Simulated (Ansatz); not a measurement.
Runs of Ansatz 0.2.0 on MgO. It takes space group P-6m2 (No. 187, hexagonal). Conventional cell: a = 2.938 Å, b = 2.938 Å, c = 2.680 Å, α = 90.00°, β = 90.00°, γ = 120.00°. Around Mg (site symmetry -6m2) lie 6 O at 2.16 Å. O (site symmetry -6m2) has 6 Mg at 2.16 Å as nearest neighbours. Measurements of this composition are mostly on another form, of space group No. 225.

```csv
screening (1/Å),gap on the mesh (eV),pressure (GPa)
0.1,(a),-5.8
0.2,4.64,-5.7
0.3,(b),-5.5
0.15,4.79,-5.8
0.4,(c),-5.2
0.6,3.82,-4.6
```

Alike in all rows: task single point; level HSE06 form with a typed share of exact exchange; potentials or basis Ansatz PAW; no spin polarisation; cell as given; k mesh 5 × 5 × 5; cutoff (eV) 420; smearing fermi-dirac 0.05 eV; the mesh is coarse, so values aren't converged.

Question: Estimate the missing entries.

Answer: (a) 4.97; (b) 4.38; (c) 4.16.

Caveats: all runs use coarse meshes; odd divisions of the mesh miss points on the zone boundary, where band edges often lie, so the gap on the mesh can be too wide; the PAW data sets come from PBE, with cores solved anew for the run's functional, which leaves a small shift of forces and pressure; the thresholds are loose for stress.

A k mesh can miss the band edges.
